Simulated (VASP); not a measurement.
**Ca: relaxation of cell and atoms with PBEsol**

Ca:

```
Ca
1.0
     0.00000    2.80050    2.80050
     2.80050    0.00000    2.80050
     2.80050    2.80050    0.00000
Ca
1
Direct
  0.00000 0.00000 0.00000
```

| Item | Value |
| --- | --- |
| Program | VASP 6.6.1 |
| Task | relaxation of cell and atoms |
| Functional | PBEsol |
| Potentials or basis | VASP PAW PBE potentials, release 64 (Ca_pv) |
| Cutoff | 580 eV |
| k mesh | 14 × 14 × 14 |
| Occupations | gaussian, width 0.1 eV |
| Spin | no spin polarisation |
| Further INCAR settings | ALGO = Normal; EDIFF = 1e-07; IBRION = 2; EDIFFG = -0.005; NSW = 90; ISIF = 3 |

```json
{
 "Relaxed volume": "40.58 Å³/atom",
 "Relaxed cell": "a = 3.857 Å, b = 3.857 Å, c = 3.857 Å, α = 60.00°, β = 60.00°, γ = 60.00°",
 "Space group after relaxing (to 0.05 Å)": "Fm-3m (No. 225)",
 "Energy gained by relaxing": "14.0 meV/atom",
 "Ionic steps": "4",
 "Pressure after relaxing": "0.0 GPa",
 "Band gap on the k mesh": "none (metal or under the smearing width)"
}
```

The path:
```tsv
step	energy change (eV)	largest force (eV/Å)	pressure (GPa)	volume (Å³)
1	0.0000	0.0000	-1.26	43.93
2	-0.0121	0.0000	-0.49	41.76
3	-0.0139	0.0000	-0.04	40.68
4	-0.0140	0.0000	0.00	40.58
```

Final structure:
```cif
data_structure
_symmetry_space_group_name_H-M 'P 1'
_symmetry_Int_Tables_number 1
_cell_length_a 3.8573
_cell_length_b 3.8573
_cell_length_c 3.8573
_cell_angle_alpha 60.000
_cell_angle_beta 60.000
_cell_angle_gamma 60.000
_cell_volume 40.58
loop_
_atom_site_label
_atom_site_type_symbol
_atom_site_fract_x
_atom_site_fract_y
_atom_site_fract_z
_atom_site_occupancy
Ca1 Ca 0.00000 0.00000 0.00000 1
```

Levels at points of the mesh, in eV from the Fermi level:
```tsv
k point	band 1	band 2	band 3	band 4	band 5	band 6	band 7	band 8
(0.00, 0.00, 0.00)	-22.70	-22.70	-22.70	-4.10	2.40	2.40	2.40	3.53
(0.50, 0.00, 0.00)	-22.86	-22.72	-22.72	-1.01	-0.13	2.28	2.28	4.26
(0.50, 0.50, 0.00)	-22.85	-22.76	-22.76	-0.49	0.56	1.03	4.26	4.45
```

It took 93 s on 1 thread of Intel(R) Xeon(R) Platinum 8175M CPU @ 2.50GHz (Skylake/Cascade Lake), with other jobs on the host, peak memory 0.21 GiB.

Caveat: the PAW data sets were made with another functional, which shifts forces and pressure a little.
